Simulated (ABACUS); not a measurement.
Fe:

```xyz
2
Lattice="2.4342 0.0000 0.0000 -1.2171 2.1080 0.0000 0.0000 0.0000 3.8419" Properties=species:S:1:pos:R:3 pbc="T T T"
Fe    1.2171    0.7027    2.8815
Fe    0.0000    1.4054    0.9605
```

This isn't the form of Fe at room conditions, which is bcc.

A run of ABACUS 3.10.1 on this cell left the log below. Logs are shortened: lines on timing, memory, paths and dates and some standing lists are left out, and cuts for length are marked.

```text
ABACUS v3.10.1

               Atomic-orbital Based Ab-initio Computation at UStc

 ------------------------------------------------------------------------------------

 READING GENERAL INFORMATION
                           global_out_dir = OUT.Fe/
                           global_in_card = INPUT
                               pseudo_dir = ./
                              orbital_dir = ./
                                    DSIZE = 4
                                    GSIZE = 1

 READING UNITCELL INFORMATION
                                    ntype = 1
                  lattice constant (Bohr) = 1.88973
              lattice constant (Angstrom) = 1

 READING ATOM TYPE 1
                               atom label = Fe
                      L=0, number of zeta = 3
                      L=1, number of zeta = 2
                      L=2, number of zeta = 2
                      L=3, number of zeta = 1
             number of atom for this type = 2
               magnetization of element 1 = 3

                        TOTAL ATOM NUMBER = 2
DIRECT COORDINATES
    atom                   x                   y                   z     mag                  vx                  vy                  vz
taud_Fe1            0.6666666667        0.3333333333        0.7500000000  3.0000        0.0000000000        0.0000000000        0.0000000000
taud_Fe2            0.3333333333        0.6666666667        0.2500000000  3.0000        0.0000000000        0.0000000000        0.0000000000

                          Volume (Bohr^3) = 133.038
                             Volume (A^3) = 19.7141

 Lattice vectors: (Cartesian coordinate: in unit of a_0)
             +2.43416                  +0                  +0
             -1.21708            +2.10804                  +0
                   +0                  +0            +3.84193
 Reciprocal vectors: (Cartesian coordinate: in unit of 2 pi/a_0)
             +0.41082           +0.237187                  -0
                   -0           +0.474374                  -0
                   +0                  -0           +0.260286
 The esolver type has been set to : ksdft_lcao

                PAO radial cut off (Bohr) = 7
[... 135 lines left out ...]

 SETUP SEARCHING RADIUS FOR PROGRAM TO SEARCH ADJACENT ATOMS
                  longest orb rcut (Bohr) = 7
   longest nonlocal projector rcut (Bohr) = 1.58
                     search radius (Bohr) = 17.2
              searching radius is (Bohr)) = 17.2
         searching radius unit is (Bohr)) = 1.89
                         PeriodicBoundary = 1
                        Radius(unit:lat0) = 9.08
                                   glayer = [ 6, 6, 4 ]
                             glayer_minus = [ 5, 5, 3 ]

Find the coordinate range of the input atom(unit:lat0).
                                  min_tau = [ -18.3, -9.84, -10.6 ]
                                  max_tau = [ 19.5, 11.9, 14.4 ]
                                BoxNumber = [ 11, 11, 7 ]

 SETUP EXTENDED REAL SPACE GRID FOR GRID INTEGRATION
                          real space grid = [ 30, 30, 48 ]
                 big cell numbers in grid = [ 6, 6, 12 ]
             meshcell numbers in big cell = [ 5, 5, 4 ]
                        extended fft grid = [ 11, 11, 12 ]
                dimension of extened grid = [ 29, 29, 37 ]
                            UnitCellTotal = 100
              Atom number in sub-FFT-grid = 2
    Local orbitals number in sub-FFT-grid = 52
                                ParaV.nnr = 76726
                                 init_chg = file
 try to read charge from file
 Read in the charge density: OUT.Fe//Fe-CHARGE-DENSITY.restart

 LCAO ALGORITHM --------------- ION=   1  ELEC=   1--------------------------------
[... levels at 186 k points of this process ...]

          total magnetism (Bohr mag/cell) = -4.85330e-07
       absolute magnetism (Bohr mag/cell) = 6.93038e-07
                        nelec for spin up = 16.0000
                      nelec for spin down = 16.0000

 Density error is 0.00000000000
----------------------------------------------------------
     Energy           Rydberg                 eV
----------------------------------------------------------
 E_KohnSham     -501.3385155662      -6821.0604385622
 E_KS(sigma->0) -501.3379930993      -6821.0533300354
 E_Harris       -501.3385155662      -6821.0604385622
 E_band         -24.1069587199       -327.9920000413
 E_one_elec     -177.9990112456      -2421.8007913063
 E_Hartree      112.5820118895       1531.7568540015
 E_xc           -71.0239837316       -966.3308734090
 E_Ewald        -364.8964875448      -4964.6714107948
 E_entropy(-TS) -0.0010449338        -0.0142170536
 E_descf        0.0000000000         0.0000000000
 E_exx          0.0000000000         0.0000000000
 E_Fermi        1.6237558115         22.0923311966
----------------------------------------------------------

 charge density convergence is achieved
 final etot is -6821.0604386 eV
 EFERMI = 22.092331197 eV

 STATE ENERGY(eV) AND OCCUPATIONS    NSPIN == 2
SPIN UP :
 1/93 kpoint (Cartesian) = 0.0000 0.0000 0.0000 (565 pws)
       1       -65.3828      0.0107527
       2       -65.2273      0.0107527
       3       -31.7597      0.0107527
       4       -31.1447      0.0107527
       5       -31.1447      0.0107527
       6       -31.0357      0.0107527
[... 176 lines left out ...]
      28        53.3466        0.00000
      29        54.0813        0.00000

[... levels at 180 further k points ...]

 --------------------------------------------
 !FINAL_ETOT_IS -6821.060438562170 eV
 --------------------------------------------

 Output bands in file: OUT.Fe/BANDS_1.dat

 Output bands in file: OUT.Fe/BANDS_2.dat
```

What input gives this log?

Band structure with PBE, collinear spin, ferromagnetic start. The files as run (others can give the same):

INPUT
```
INPUT_PARAMETERS
suffix              Fe
calculation         nscf
basis_type          lcao
pseudo_dir          ./
orbital_dir         ./
symmetry            -1
dft_functional      pbe
ecutwfc             100.0
pseudo_rcut         7
nspin               2
nbands              29
ks_solver           genelpa
smearing_method     fd
smearing_sigma      0.00367493
scf_thr             1e-07
scf_nmax            100
mixing_type         broyden
mixing_beta         0.4
init_chg            file
out_band            1
```

STRU
```
ATOMIC_SPECIES
Fe 55.8450 Fe.upf

NUMERICAL_ORBITAL
Fe_confined-atom_7au_3s2p2d1f.orb

LATTICE_CONSTANT
1.8897261246

LATTICE_VECTORS
2.4341575900 0.0000000000 0.0000000000
-1.2170787950 2.1080423098 0.0000000000
0.0000000000 0.0000000000 3.8419344700

ATOMIC_POSITIONS
Direct

Fe
0.0
2
0.6666666667 0.3333333333 0.7500000000 1 1 1 mag 3
0.3333333333 0.6666666667 0.2500000000 1 1 1 mag 3
```

KPT
```
K_POINTS
12
Line
0.00000000 0.00000000 0.00000000 10 // G
0.50000000 0.00000000 0.00000000 10 // M
0.33333333 0.33333333 0.00000000 10 // K
0.00000000 0.00000000 0.00000000 10 // G
0.00000000 0.00000000 0.50000000 10 // A
0.50000000 0.00000000 0.50000000 10 // L
0.33333333 0.33333333 0.50000000 10 // H
0.00000000 0.00000000 0.50000000 1 // A
0.50000000 0.00000000 0.50000000 10 // L
0.50000000 0.00000000 0.00000000 1 // M
0.33333333 0.33333333 0.00000000 10 // K
0.33333333 0.33333333 0.50000000 1 // H
```

Potentials or basis: PseudoDojo NC SR 0.4.1 PBE standard, DZP LCAO (the cutoffs set its grid).
Run with:
```sh
$ OMP_NUM_THREADS=1 mpirun -np 4 abacus > log
```

Caveat: the atomic orbitals were generated for these runs and aren't a published set; the starting moments collapsed, and a magnetic state may lie lower; the density is read from an earlier self-consistent run, whose mesh may be coarse; the basis of atomic orbitals isn't converged, which shifts pressures, moduli and gaps.
